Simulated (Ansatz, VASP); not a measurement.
**One calculation of Au, two programs**

INCAR

```
PREC = Accurate
ENCUT = 520
EDIFF = 1E-7
ISMEAR = -1
SIGMA = 0.08
LREAL = False
LASPH = True
NELM = 80
ALGO = Normal
ISIF = 2
LWAVE = False
LCHARG = False
GGA = PE
NBANDS = 18
```

The input KPOINTS:

```
regular mesh
0
Gamma
  15 15 8
```

File POSCAR:

```
Au
1.0
    2.6616168662      0.0000000000      0.0000000000
   -1.3308084331      2.3050278213      0.0000000000
    0.0000000000      0.0000000000      4.3996523055
Au
2
Direct
    0.3333333333      0.6666666667      0.2500000000
    0.6666666667      0.3333333333      0.7500000000
```

Input for Ansatz:

```yaml
crystal:
  lattice:
    - [2.6616168662, 0.0, 0.0]
    - [-1.3308084331, 2.3050278213, 0.0]
    - [0.0, 0.0, 4.3996523055]
  atoms:
    - { symbol: Au, position: [0.3333333333, 0.6666666667, 0.25] }
    - { symbol: Au, position: [0.6666666667, 0.3333333333, 0.75] }
kpoints:
  mp_grid: { grid: [15, 15, 8] }
scf:
  occupations: { method: fermi_dirac, width: 0.08 }
hamiltonian:
  xc: pbe
  pseudopotentials: { kind: paw }
output:
  forces: true
  stress: true
  eigenvalues: true
  populations: true
```

Change from the starting cell: volume scaled by 0.75, PAW files.

Alike in both runs: task single point; functional PBE; k mesh 15 × 15 × 8; occupations fermi-dirac, width 0.08 eV; no spin polarisation.

```csv
,VASP,Ansatz
version,VASP 6.6.1,Ansatz 0.2.0
potentials or method,"VASP PAW PBE potentials, release 64 (Au)","PAW with Ansatz's default frozen-core files, scalar-relativistic"
plane-wave cutoff (eV),520,420
valence electrons in the cell,22,38
```

|  | VASP | Ansatz | Ansatz less VASP |
| --- | --- | --- | --- |
| pressure (GPa) | 90.9 | 91.3 | +0.46 |

With one functional, cell and mesh, what is left measures potentials, basis and numerics. The two sets of potentials don't hold the same shells in valence.

Caveats: the cell as given lies far from equilibrium; so large a pressure means that the cell lies far from this level's equilibrium, or that cutoff or potentials fall short (VASP). Spin-orbit coupling is left out, which matters for the levels of Au.
